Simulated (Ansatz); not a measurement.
The cell is built from the zincblende type as a first guess.

KCl: DFT, PBE, PAW with Ansatz's default frozen-core files, scalar-relativistic (Ansatz 0.2.0).

The relaxation starts from this cell:

```xyz
2
Lattice="0.0000 3.2151 3.2151 3.2151 0.0000 3.2151 3.2151 3.2151 0.0000" Properties=species:S:1:pos:R:3 pbc="T T T"
K     0.0000    0.0000    0.0000
Cl    1.6075    1.6075    1.6075
```

Output:

```
Engine: ansatz 0.2.0
Pseudopotentials: kind: paw
Pseudopotential: K, paw, valence charge 9, recommended cutoff 420 eV (normal)
Pseudopotential: Cl, paw, valence charge 7, recommended cutoff 420 eV (normal)
Functional definition: PBE
  parameter kappa = 0.804
  parameter beta = 0.06672455060314922
  exchange = pbe_x(kappa = kappa, mu = beta*pi^2/3)
  correlation = pbe_c(beta = beta)
Crystal: 2 atoms, lattice volume = 66.467 Å³
Basis set: ecut = 420 eV, 1291 PW (Γ), exchange–correlation on 64×64×64 points (8 copies of the dense FFT grid, shifted against one another)
Bands: 12, of which v1, the nominal top of the filled ones, is band 8 counted from 1 (7 counted from 0)
Symmetry: 24 space group operations
Space group: F-43m (ITA 216), of the structure as read, at distance tolerance 4.1e-5 Å
k-points: 56 of 1331 (time reversal used)
Non-local potential: K, projectors of the file, l = 0: 3, l = 1: 2, l = 2: 2
Non-local potential: Cl, projectors of the file, l = 0: 2, l = 1: 2, l = 2: 2
PAW form: soft (Blöchl's): semilocal exchange-correlation on the pseudo side does not see the compensation charge
PAW one-centre angular grid: K, 110 points (default); XC on 64 Gauss nodes
PAW one-centre angular grid: Cl, 110 points (default); XC on 64 Gauss nodes
Initial density: superposition of atomic densities (neutral atoms: chi_scale 0, normalization atom), corrected by the library's trained network
Initial wavefunctions: pseudopotential atomic-orbital guess
Functional: x = pbe(κ = 0.804, μ = 0.2195149727645171), c = pbe(β = 0.06672455060314922)
SCF iter   1: F=—  HF=-2620.716514 eV  |F-HF|=—  |Δ(HF+E_count)|=         —  Δρ=5.41e-4  dr2=3.43e-4  ethr=1.77e-3  ⟨swp⟩=5.9  Hψ=4562  notcnv=0
preconditioner: auto → none  [insulator: Δε(μ)=5.268 eV  Ē_g=15.073 eV  σ=0.030 eV  W_gap=1.00  n_scr=14 (ndim 8)  ℏωp=17.0 eV  f_vac=0.243  D(μ)=0.00/eV (n_scr^D=0)  ε∞_Penn≈2.3]
SCF iter   2: F=—  HF=-2620.715817 eV  |F-HF|=—  |Δ(HF+E_count)|=   6.97e-4  Δρ=1.74e-4  dr2=3.60e-5  ethr=2.14e-6  ⟨swp⟩=2.0  Hψ=1745  notcnv=0
SCF iter   3: F=—  HF=-2620.715837 eV  |F-HF|=—  |Δ(HF+E_count)|=   2.01e-5  Δρ=1.31e-4  dr2=1.25e-5  ethr=2.25e-7  ⟨swp⟩=2.0  Hψ=1179  notcnv=0
SCF iter   4: F=—  HF=-2620.715837 eV  |F-HF|=—  |Δ(HF+E_count)|=   4.86e-7  Δρ=2.66e-5  dr2=2.91e-7  ethr=7.79e-8  ⟨swp⟩=2.0  Hψ=876  notcnv=0
iter 5 did not close the SCF: its close was put off for the readings that it lacked (scf_convergence_deferred on its scf_iter line)
SCF iter   5: F=-2620.715838 eV  HF=-2620.715838 eV  |F-HF|=9.70e-8  |Δ(HF+E_count)|=   1.68e-6  Δρ=5.81e-6  dr2=1.64e-8  ethr=1.82e-9  ⟨swp⟩=2.0  Hψ=1060  notcnv=0
SCF iter   6: F=-2620.715838 eV  HF=-2620.715838 eV  |F-HF|=5.02e-9  |Δ(HF+E_count)|=   1.04e-7  Δρ=1.76e-6  dr2=1.75e-9  ethr=1.02e-10  ⟨swp⟩=2.0  Hψ=2031  notcnv=0
SCF 1 converged in 6 iterations: F = -2620.715838 eV  dr2 = 1.75e-9
  greatest PAW one-centre occupation: 0.988 electrons in one spin orbital (limit 2), on the K atom at site 0 (counted from 0), in its partial waves of l = 0
relax step   1: F+E_penalty+E_count = -2620.71583844 eV  Δ(F+E_penalty+E_count) = +0.000e0 eV  max|allowed force component| = 7.286e-17 eV/Å  Δτ_max = 0.0000 Å  P = +6.114 GPa  Ω = 66.467 Å³  (6 SCF iters, dr2 threshold 1.00e-7 eV, accepted)
Crystal: 2 atoms, lattice volume = 76.670 Å³
Basis set: ecut = 420 eV, 1459 PW (Γ), exchange–correlation on 64×64×64 points (8 copies of the dense FFT grid, shifted against one another)
Initial density: handed on by an earlier stage of this run
Initial wavefunctions: those handed on with the density
iter 1 solved again at ethr=1.17e-4 eV; its pass at ethr=3.10e-3 eV (dr2=1.88e-2 eV) is discarded
SCF iter   1: F=—  HF=-2620.973622 eV  |F-HF|=—  |Δ(HF+E_count)|=         —  Δρ=3.35e-3  dr2=1.93e-2  ethr=1.17e-4  ⟨swp⟩=1.0  Hψ=5239  notcnv=0
preconditioner: auto → none  [insulator: Δε(μ)=5.062 eV  Ē_g=14.768 eV  σ=0.030 eV  W_gap=1.00  n_scr=14 (ndim 8)  ℏωp=15.9 eV  f_vac=0.305  D(μ)=0.00/eV (n_scr^D=0)  ε∞_Penn≈2.2]
SCF iter   2: F=—  HF=-2620.966923 eV  |F-HF|=—  |Δ(HF+E_count)|=   6.70e-3  Δρ=1.53e-3  dr2=2.27e-3  ethr=1.17e-4  ⟨swp⟩=3.0  Hψ=1344  notcnv=0
SCF iter   3: F=—  HF=-2620.965859 eV  |F-HF|=—  |Δ(HF+E_count)|=   1.06e-3  Δρ=5.15e-4  dr2=2.31e-4  ethr=1.42e-5  ⟨swp⟩=2.2  Hψ=1101  notcnv=0
SCF iter   4: F=—  HF=-2620.965837 eV  |F-HF|=—  |Δ(HF+E_count)|=   2.16e-5  Δρ=1.48e-4  dr2=1.95e-5  ethr=1.44e-6  ⟨swp⟩=2.1  Hψ=991  notcnv=0
SCF iter   5: F=—  HF=-2620.965789 eV  |F-HF|=—  |Δ(HF+E_count)|=   4.83e-5  Δρ=3.48e-5  dr2=3.98e-7  ethr=1.22e-7  ⟨swp⟩=2.0  Hψ=872  notcnv=0
SCF iter   6: F=-2620.965789 eV  HF=-2620.965789 eV  |F-HF|=1.27e-8  |Δ(HF+E_count)|=   5.89e-7  Δρ=4.03e-6  dr2=1.76e-8  ethr=1.25e-9  ⟨swp⟩=4.0  Hψ=2184  notcnv=0
SCF 2 converged in 6 iterations: F = -2620.965789 eV  dr2 = 1.76e-8
relax step   2: F+E_penalty+E_count = -2620.96578919 eV  Δ(F+E_penalty+E_count) = -2.500e-1 eV  max|allowed force component| = 1.214e-17 eV/Å  Δτ_max = 0.0000 Å  P = +2.186 GPa  Ω = 76.670 Å³  energy of the carried Pulay correction = -7.885e-5 eV  (6 SCF iters, dr2 threshold 2.00e-7 eV, accepted)
Crystal: 2 atoms, lattice volume = 83.810 Å³
Basis set: ecut = 420 eV, 1639 PW (Γ), exchange–correlation on 64×64×64 points (8 copies of the dense FFT grid, shifted against one another)
iter 1 solved again at ethr=5.19e-5 eV; its pass at ethr=3.10e-3 eV (dr2=8.31e-3 eV) is discarded
SCF iter   1: F=—  HF=-2621.030195 eV  |F-HF|=—  |Δ(HF+E_count)|=         —  Δρ=2.00e-3  dr2=8.21e-3  ethr=5.19e-5  ⟨swp⟩=1.0  Hψ=5241  notcnv=0
preconditioner: auto → none  [insulator: Δε(μ)=4.869 eV  Ē_g=14.627 eV  σ=0.030 eV  W_gap=1.00  n_scr=14 (ndim 8)  ℏωp=15.2 eV  f_vac=0.321  D(μ)=0.00/eV (n_scr^D=0)  ε∞_Penn≈2.1]
SCF iter   2: F=—  HF=-2621.026834 eV  |F-HF|=—  |Δ(HF+E_count)|=   3.36e-3  Δρ=9.32e-4  dr2=9.63e-4  ethr=5.13e-5  ⟨swp⟩=2.4  Hψ=1260  notcnv=0
SCF iter   3: F=—  HF=-2621.026303 eV  |F-HF|=—  |Δ(HF+E_count)|=   5.32e-4  Δρ=3.30e-4  dr2=1.13e-4  ethr=6.02e-6  ⟨swp⟩=2.1  Hψ=1094  notcnv=0
SCF iter   4: F=—  HF=-2621.026220 eV  |F-HF|=—  |Δ(HF+E_count)|=   8.27e-5  Δρ=8.33e-5  dr2=6.86e-6  ethr=7.05e-7  ⟨swp⟩=2.0  Hψ=918  notcnv=0
SCF iter   5: F=-2621.026220 eV  HF=-2621.026220 eV  |F-HF|=1.47e-7  |Δ(HF+E_count)|=   3.65e-7  Δρ=2.09e-5  dr2=1.54e-7  ethr=1.25e-9  ⟨swp⟩=3.0  Hψ=2640  notcnv=0
SCF 3 converged in 5 iterations: F = -2621.026220 eV  dr2 = 1.54e-7
  greatest PAW one-centre occupation: 0.987 electrons in one spin orbital (limit 2), on the K atom at site 0 (counted from 0), in its partial waves of l = 0
relax step   3: F+E_penalty+E_count = -2621.02622037 eV  Δ(F+E_penalty+E_count) = -6.043e-2 eV  max|allowed force component| = 3.701e-17 eV/Å  Δτ_max = 0.0000 Å  P = +0.643 GPa  Ω = 83.810 Å³  energy of the carried Pulay correction = -1.277e-4 eV  (5 SCF iters, dr2 threshold 2.00e-7 eV, accepted)
Crystal: 2 atoms, lattice volume = 87.195 Å³
Basis set: ecut = 420 eV, 1687 PW (Γ), exchange–correlation on 64×64×64 points (8 copies of the dense FFT grid, shifted against one another)
iter 1 solved again at ethr=1.06e-5 eV; its pass at ethr=3.10e-3 eV (dr2=1.69e-3 eV) is discarded
SCF iter   1: F=—  HF=-2621.035137 eV  |F-HF|=—  |Δ(HF+E_count)|=         —  Δρ=8.85e-4  dr2=1.71e-3  ethr=1.06e-5  ⟨swp⟩=1.0  Hψ=5173  notcnv=0
preconditioner: auto → none  [insulator: Δε(μ)=4.768 eV  Ē_g=14.575 eV  σ=0.030 eV  W_gap=1.00  n_scr=14 (ndim 8)  ℏωp=14.9 eV  f_vac=0.325  D(μ)=0.00/eV (n_scr^D=0)  ε∞_Penn≈2.0]
SCF iter   2: F=—  HF=-2621.034203 eV  |F-HF|=—  |Δ(HF+E_count)|=   9.34e-4  Δρ=4.12e-4  dr2=1.98e-4  ethr=1.06e-5  ⟨swp⟩=2.0  Hψ=1232  notcnv=0
SCF iter   3: F=—  HF=-2621.034071 eV  |F-HF|=—  |Δ(HF+E_count)|=   1.32e-4  Δρ=1.51e-4  dr2=2.48e-5  ethr=1.24e-6  ⟨swp⟩=2.0  Hψ=912  notcnv=0
SCF iter   4: F=—  HF=-2621.034068 eV  |F-HF|=—  |Δ(HF+E_count)|=   2.80e-6  Δρ=3.37e-5  dr2=1.14e-6  ethr=1.55e-7  ⟨swp⟩=2.0  Hψ=844  notcnv=0
SCF iter   5: F=-2621.034069 eV  HF=-2621.034069 eV  |F-HF|=3.36e-8  |Δ(HF+E_count)|=   2.50e-7  Δρ=9.02e-6  dr2=3.03e-8  ethr=1.25e-9  ⟨swp⟩=4.0  Hψ=2184  notcnv=0
SCF 4 converged in 5 iterations: F = -2621.034069 eV  dr2 = 3.03e-8
relax step   4: F+E_penalty+E_count = -2621.03406860 eV  Δ(F+E_penalty+E_count) = -7.848e-3 eV  max|allowed force component| = 3.527e-17 eV/Å  Δτ_max = 0.0000 Å  P = +0.119 GPa  Ω = 87.195 Å³  energy of the carried Pulay correction = -1.493e-4 eV  (5 SCF iters, dr2 threshold 2.00e-7 eV, accepted)
Crystal: 2 atoms, lattice volume = 88.002 Å³
Basis set: ecut = 420 eV, 1759 PW (Γ), exchange–correlation on 64×64×64 points (8 copies of the dense FFT grid, shifted against one another)
iter 1 solved again at ethr=5.78e-7 eV; its pass at ethr=3.10e-3 eV (dr2=9.25e-5 eV) is discarded
SCF iter   1: F=—  HF=-2621.034492 eV  |F-HF|=—  |Δ(HF+E_count)|=         —  Δρ=2.07e-4  dr2=9.45e-5  ethr=5.78e-7  ⟨swp⟩=2.1  Hψ=5036  notcnv=0
preconditioner: auto → none  [insulator: Δε(μ)=4.742 eV  Ē_g=14.572 eV  σ=0.030 eV  W_gap=1.00  n_scr=14 (ndim 8)  ℏωp=14.8 eV  f_vac=0.325  D(μ)=0.00/eV (n_scr^D=0)  ε∞_Penn≈2.0]
SCF iter   2: F=—  HF=-2621.034387 eV  |F-HF|=—  |Δ(HF+E_count)|=   1.05e-4  Δρ=9.69e-5  dr2=1.12e-5  ethr=5.78e-7  ⟨swp⟩=2.0  Hψ=1008  notcnv=0
SCF iter   3: F=—  HF=-2621.034384 eV  |F-HF|=—  |Δ(HF+E_count)|=   3.08e-6  Δρ=3.74e-5  dr2=1.52e-6  ethr=6.98e-8  ⟨swp⟩=2.0  Hψ=840  notcnv=0
SCF iter   4: F=—  HF=-2621.034384 eV  |F-HF|=—  |Δ(HF+E_count)|=   2.78e-8  Δρ=7.54e-6  dr2=5.83e-8  ethr=9.47e-9  ⟨swp⟩=2.1  Hψ=849  notcnv=0
SCF iter   5: F=-2621.034384 eV  HF=-2621.034384 eV  |F-HF|=2.06e-9  |Δ(HF+E_count)|=   2.23e-8  Δρ=2.00e-6  dr2=1.54e-9  ethr=2.21e-10  ⟨swp⟩=4.0  Hψ=2180  notcnv=0
SCF 5 converged in 5 iterations: F = -2621.034384 eV  dr2 = 1.54e-9
relax step   5: F+E_penalty+E_count = -2621.03438399 eV  Δ(F+E_penalty+E_count) = -3.154e-4 eV  max|allowed force component| = 3.469e-17 eV/Å  Δτ_max = 0.0000 Å  P = +0.009 GPa  Ω = 88.002 Å³  energy of the carried Pulay correction = -1.543e-4 eV  (5 SCF iters, dr2 threshold 3.54e-8 eV, accepted)
Basis set: ecut = 420 eV, 1759 PW (Γ), exchange–correlation on 72×72×72 points (8 copies of the dense FFT grid, shifted against one another)
Initial wavefunctions: pseudopotential atomic-orbital guess (no wavefunctions were taken with the density)
iter 1 solved again at ethr=4.11e-7 eV; its pass at ethr=3.10e-3 eV (dr2=6.58e-5 eV) is discarded
SCF iter   1: F=—  HF=-2621.035466 eV  |F-HF|=—  |Δ(HF+E_count)|=         —  Δρ=2.23e-4  dr2=5.54e-6  ethr=4.11e-7  ⟨swp⟩=3.0  Hψ=6301  notcnv=0
preconditioner: auto → none  [insulator: Δε(μ)=4.731 eV  Ē_g=14.572 eV  σ=0.030 eV  W_gap=1.00  n_scr=14 (ndim 8)  ℏωp=14.8 eV  f_vac=0.321  D(μ)=0.00/eV (n_scr^D=0)  ε∞_Penn≈2.0]
SCF iter   2: F=—  HF=-2621.035823 eV  |F-HF|=—  |Δ(HF+E_count)|=   3.57e-4  Δρ=1.11e-4  dr2=1.27e-6  ethr=3.46e-8  ⟨swp⟩=2.8  Hψ=1156  notcnv=0
SCF iter   3: F=—  HF=-2621.035947 eV  |F-HF|=—  |Δ(HF+E_count)|=   1.24e-4  Δρ=1.22e-5  dr2=7.70e-8  ethr=7.94e-9  ⟨swp⟩=2.0  Hψ=1064  notcnv=0
SCF iter   4: F=—  HF=-2621.035947 eV  |F-HF|=—  |Δ(HF+E_count)|=   6.17e-7  Δρ=2.29e-6  dr2=2.85e-9  ethr=4.81e-10  ⟨swp⟩=2.0  Hψ=1064  notcnv=0
SCF iter   5: F=—  HF=-2621.035947 eV  |F-HF|=—  |Δ(HF+E_count)|=   2.07e-8  Δρ=8.06e-7  dr2=1.25e-10  ethr=1.78e-11  ⟨swp⟩=2.0  Hψ=1064  notcnv=0
SCF iter   6: F=-2621.035947 eV  HF=-2621.035947 eV  |F-HF|=9.73e-11  |Δ(HF+E_count)|=   2.52e-9  Δρ=1.34e-7  dr2=5.40e-12  ethr=1.00e-12  ⟨swp⟩=6.0  Hψ=2802  notcnv=0
SCF 6 converged in 6 iterations: F = -2621.035947 eV  dr2 = 5.40e-12
relax step   6: F+E_penalty+E_count = -2621.03594733 eV  Δ(F+E_penalty+E_count) = -1.563e-3 eV  max|allowed force component| = 3.354e-17 eV/Å  Δτ_max = 0.0000 Å  P = +0.046 GPa  Ω = 88.002 Å³  stress off target by 4.63e-2 GPa  SCF on the basis re-selected at this cell (its energy is not comparable with the rows above)  (6 SCF iters)
basis re-selected at this cell: Δ(F+E_penalty+E_count) = -1.563e-3 eV, ΔP = +0.037 GPa vs the last step (what re-selecting the basis moved, of the pressure what is left beyond the Pulay correction that the steps carried, after the strain that the cell walked since its last selection, with what the two solves' SCF thresholds leave and, on support functions, any second-order correction that the steps lacked; it is no measure of the basis error at this ecutwfc). The dense FFT grid was sized anew with the basis: this SCF ran on 36×36×36 points, the steps before it on 32×32×32, so part of this shift can come from that change (see relax.cell in the input reference). This SCF's stress stands 4.63e-2 GPa from its target on what of the cell is left free (relax.cell.stress_tol is 5.00e-2 GPa) and its largest allowed force component is 3.35e-17 eV/Å (relax.f_tol is 5.00e-3 eV/Å): within both
SCF converged after 6 iterations
Free energy (F): -2621.035947 eV
Harris-Foulkes:  -2621.035947 eV  (|F-HF|=9.73e-11)
Internal energy: -2621.035947 eV  (E = F + TS)
E sigma→0 (E₀):  -2621.035947 eV
Fermi energy:    1.126539 eV
--- Per-component energies (eV) ---
  E_band       = -165.033287
  E_kinetic    = 415.683472
  E_local      = -1057.387051  (includes V_loc(G=0)·N_el)
  E_nonlocal   = 41.040393
  E_hartree    = 374.540790
  E_xc         = -242.949653
  E_vxc        = -287.704725  (∫ρ·V_xc dr)
  E_paw        = -1441.156791  (= ΣΔE_a)
  E_vpaw       = -25.747026  (= ΣTr[D̂ρ^β])
  E_aug_tail   = 0.000087  (compensation charges beyond the density's cutoff)
  E_ewald      = -710.807193
  E_smearing   = -0.000000  (= −TS)
  E_closure    = 0.000000  (closes the sum)
  Σ components = -2621.035947   (vs F -2621.035947, Δ=0.00e0)
--- Forces (eV/Å), atoms counted from 1 ---
  atom   1  K     -0.00000000    -0.00000000    -0.00000000
  atom   2  Cl    -0.00000000     0.00000000     0.00000000
  max |Σ_I F_I| component: 3.24e-17 eV/Å
--- Stress (GPa, compression-positive) ---
        0.046267      -0.000000      -0.000000
       -0.000000       0.046267       0.000000
       -0.000000       0.000000       0.046267
  P = ⅓ Tr σ = 0.0463 GPa (0.463 kbar)
--- Relaxed structure (5 steps of the walk, 5 accepted, 1 SCFs on fresh bases) ---
  F+E_penalty+E_count = -2621.03594733 eV   max|allowed force component| = 3.354e-17 eV/Å   (the final SCF, on the basis selected at the relaxed cell)
  cell:  # Å, volume = 88.0016 Å³
    - [2.848631427140691e-33, 3.5303692033775236, 3.5303692033775236]
    - [3.5303692033775236, 4.09699757520011e-33, 3.5303692033775236]
    - [3.5303692033775236, 3.5303692033775236, 5.706816676843061e-33]
  atoms:
    - { symbol: K, position: [4.991909418186401e-35, -1.5974110138196484e-34, 2.6956310858206566e-34] }
    - { symbol: Cl, position: [0.25, 0.25, 0.25] }
```
